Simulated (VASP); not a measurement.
A run of VASP 6.6.1:

File INCAR:

```
SYSTEM = BaS
  PREC = Accurate
  ENCUT = 520
  EDIFF = 1E-8
  ISMEAR = -1
  SIGMA = 0.05
  LREAL = .False.
  LASPH = .True.
  NELM = 100
  ALGO = Normal
  ISIF = 2
  LWAVE = .False.
  LCHARG = .False.
  GGA = PE
  LEPSILON = .True.
  IBRION = 8
```

File KPOINTS:

```
Automatic mesh
0
Gamma
  7 7 7
  0 0 0
```

Contents of POSCAR:

```
BaS
1.0
    0.0000000000      3.1937500000      3.1937500000
    3.1937500000      0.0000000000      3.1937500000
    3.1937500000      3.1937500000      0.0000000000
Ba S
1 1
Direct
    0.0000000000      0.0000000000      0.0000000000
    0.5000000000      0.5000000000      0.5000000000
```

Potentials or basis: VASP PAW PBE potentials, release 64 (Ba_sv, S).

Run with:

```sh
$ cat potpaw_PBE.64/Ba_sv/POTCAR potpaw_PBE.64/S/POTCAR > POTCAR
$ mpirun -np 1 vasp_std > vasp.out
```

Hardware: 1 thread of Intel(R) Xeon(R) 6975P-C (Granite Rapids), with other jobs on the host.

Q: Estimate the wall time of this run.

A: Wall time 2.9 min on 1 thread of Intel(R) Xeon(R) 6975P-C (Granite Rapids) (shared host), peak memory 0.3 GiB. Counts: scf iterations 174, k points 20.
